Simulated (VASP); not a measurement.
BaTiO₃ in VASP 6.6.1, single-point calculation

INCAR

```
PREC = Medium
NBANDS = 28
LWAVE = .FALSE.
ISMEAR = -1
NSW = 0
ENCUT = 520
ISIF = 2
SIGMA = 0.02
NELM = 120
IBRION = -1
GGA = PE
LCHARG = .FALSE.
EDIFF = 1E-6
LREAL = .FALSE.
LASPH = .TRUE.
```

KPOINTS

```
KPOINTS created by Atomic Simulation Environment
0
Gamma
6 6 6
0 0 0
```

POSCAR

```
Ba Ti O
 1.0000000000000000
     3.8742736247999998    0.0000000000000000    0.0000000000000000
     0.0000000000000000    3.8742736247999998    0.0000000000000000
     0.0000000000000000    0.0000000000000000    3.8742736247999998
 Ba  Ti  O
   1   1   3
Cartesian
  0.0000000000000000  0.0000000000000000  0.0000000000000000
  1.9371368123999997  1.9371368123999997  1.9371368123999997
  1.9371368123999997  1.9371368123999997  0.0000000000000000
  1.9371368123999997  0.0000000000000000  1.9371368123999997
  0.0000000000000000  1.9371368123999997  1.9371368123999997
```

The recommended PBE PAW datasets give the neutral cell 40 valence electrons.

Command

```
mpirun -np 1 vasp_std
```

OSZICAR

```
N       E                     dE             d eps       ncg     rms          rms(c)
DAV:   1     0.441432292537E+03    0.44143E+03   -0.21074E+04  1120   0.158E+03
DAV:   2    -0.452028921593E+01   -0.44595E+03   -0.42444E+03  1280   0.441E+02
DAV:   3    -0.476974826733E+02   -0.43177E+02   -0.42809E+02  1548   0.136E+02
DAV:   4    -0.500015831465E+02   -0.23041E+01   -0.22999E+01  1672   0.252E+01
DAV:   5    -0.500649991262E+02   -0.63416E-01   -0.63401E-01  1452   0.366E+00    0.256E+01
DAV:   6    -0.394354739583E+02    0.10630E+02   -0.53070E+01  1480   0.706E+01    0.100E+01
DAV:   7    -0.395064864585E+02   -0.71013E-01   -0.75902E+00  1380   0.207E+01    0.761E+00
DAV:   8    -0.394312876777E+02    0.75199E-01   -0.76768E-01  1372   0.840E+00    0.272E+00
DAV:   9    -0.394550838741E+02   -0.23796E-01   -0.17194E-01  1380   0.284E+00    0.963E-01
DAV:  10    -0.394467681678E+02    0.83157E-02   -0.66073E-02  1448   0.213E+00    0.448E-01
DAV:  11    -0.394450976321E+02    0.16705E-02   -0.84960E-03  1640   0.840E-01    0.590E-02
DAV:  12    -0.394450336544E+02    0.63978E-04   -0.14847E-03  1344   0.424E-01    0.109E-01
DAV:  13    -0.394449698176E+02    0.63837E-04   -0.29386E-04  1476   0.147E-01    0.120E-02
DAV:  14    -0.394449757165E+02   -0.58989E-05   -0.40334E-05  1268   0.627E-02    0.241E-02
DAV:  15    -0.394449736870E+02    0.20295E-05   -0.27191E-06  1108   0.165E-02    0.129E-02
DAV:  16    -0.394449715516E+02    0.21354E-05   -0.39484E-06  1056   0.222E-02    0.278E-03
DAV:  17    -0.394449715808E+02   -0.29252E-07   -0.43763E-07   680   0.460E-03
   1 F= -.39444972E+02 E0= -.39444972E+02  d E =-.430533E-13
```

Standard output (part)

```
POSCAR found type information on POSCAR BaTiO
 POSCAR found :  3 types and       5 ions
 LDA part: xc-table for (Slater+PW92), standard interpolation
 POSCAR, INCAR and KPOINTS ok, starting setup
 WAVECAR not read
 entering main loop
```

From OUTCAR

```
k-points           NKPTS =     20   k-points in BZ     NKDIM =     20   number of bands    NBANDS=     28

   NELECT =      40.0000    total number of electrons

   dimension x,y,z NGX =    24 NGY =   24 NGZ =   24
   dimension x,y,z NGXF=    32 NGYF=   32 NGZF=   32

  energy-cutoff  :      520.00
  volume of cell :       58.15
      direct lattice vectors                 reciprocal lattice vectors
     3.874273625  0.000000000  0.000000000     0.258112900  0.000000000  0.000000000
     0.000000000  3.874273625  0.000000000     0.000000000  0.258112900  0.000000000
     0.000000000  0.000000000  3.874273625     0.000000000  0.000000000  0.258112900

 k-points in reciprocal lattice and weights: KPOINTS created by Atomic Simulation Env
   0.00000000  0.00000000  0.00000000       0.005
   0.16666667  0.00000000  0.00000000       0.028
   0.33333333  0.00000000  0.00000000       0.028
   0.50000000  0.00000000  0.00000000       0.014
   0.16666667  0.16666667  0.00000000       0.056
   0.33333333  0.16666667  0.00000000       0.111
   0.50000000  0.16666667  0.00000000       0.056
   0.33333333  0.33333333  0.00000000       0.056
   ...

 E-fermi :   5.1676

 k-point     1 :       0.0000    0.0000    0.0000
  band No.  band energies     occupation
      1     -51.5917      2.00000
      2     -27.8645      2.00000
      3     -27.8645      2.00000
      4     -27.8645      2.00000
      5     -20.0062      2.00000
      6     -12.4700      2.00000
      7     -11.8537      2.00000
      8     -11.8537      2.00000
      9      -5.2016      2.00000
     10      -5.2016      2.00000
     11      -5.2016      2.00000
     12       2.4133      2.00000
     13       2.4133      2.00000
     14       2.4133      2.00000
     15       3.3665      2.00000
     16       3.3665      2.00000
     17       3.3665      2.00000
     18       4.5872      2.00000
     19       4.5872      2.00000
     20       4.5872      2.00000
     21       6.5560      0.00000
     22       6.5560      0.00000
     23       6.5560      0.00000
     24       9.2094      0.00000
     25       9.2094      0.00000
     26       9.7979      0.00000
     27       9.7979      0.00000
     28      13.1541      0.00000

 k-point     2 :       0.1667    0.0000    0.0000
  band No.  band energies     occupation
      1     -51.5912      2.00000
      2     -27.8863      2.00000
      3     -27.8637      2.00000
      4     -27.8637      2.00000
      5     -19.9568      2.00000
      6     -12.5355      2.00000
      7     -11.8415      2.00000
      8     -11.7931      2.00000
      9      -5.1459      2.00000
     10      -5.1459      2.00000
     11      -5.0396      2.00000
     12       1.8829      2.00000
     13       2.2834      2.00000
     14       2.2834      2.00000
     15       3.0566      2.00000
     16       3.0566      2.00000
     17       3.0820      2.00000
     18       3.8958      2.00000
     19       4.3752      2.00000
     20       4.3752      2.00000
     21       6.6055      0.00000
     22       7.1697      0.00000
     23       7.1697      0.00000
     24       9.2301      0.00000
     25       9.9757      0.00000
     26      10.3580      0.00000
     27      10.4171      0.00000
     28      13.7789      0.00000

 ...

  Total        9.2806604      9.2806604      9.2806604     -0.0000000     -0.0000000      0.0000000
  in kB      255.6928557    255.6928557    255.6928557     -0.0000000     -0.0000000      0.0000000
  external PRESSURE =     255.6928557 kB  Pullay stress =       0.0000000 kB

 POSITION                                       TOTAL-FORCE (eV/Angst)
 -----------------------------------------------------------------------------------
      0.00000      0.00000      0.00000         0.000000      0.000000      0.000000
      1.93714      1.93714      1.93714         0.000000      0.000000      0.000000
      1.93714      1.93714      0.00000         0.000000      0.000000      0.000000
      1.93714      0.00000      1.93714         0.000000      0.000000      0.000000
      0.00000      1.93714      1.93714         0.000000      0.000000      0.000000
 -----------------------------------------------------------------------------------
    total drift:                                0.000000      0.000000      0.000000

  FREE ENERGIE OF THE ION-ELECTRON SYSTEM (eV)
  ---------------------------------------------------
  free  energy   TOTEN  =       -39.4449715808 eV

  energy  without entropy=      -39.4449715808  energy(sigma->0) =      -39.44497158
```

It converged. Results: gap between bands v and c on the k mesh 1.93 eV; least direct gap on the k mesh 1.97 eV; pressure 25.6 GPa. Band v is the last that the valence electrons fill when counted band by band, and c is the next.

For comparison, a separate PBE run of the intended cell, on usual settings and not on those above, gives a gap of 1.93 eV on its mesh and a pressure of 25.6 GPa.

The run above took about 18 s on one core of a shared host (Intel Xeon Platinum 8488C) and held 0.14 GiB at most.
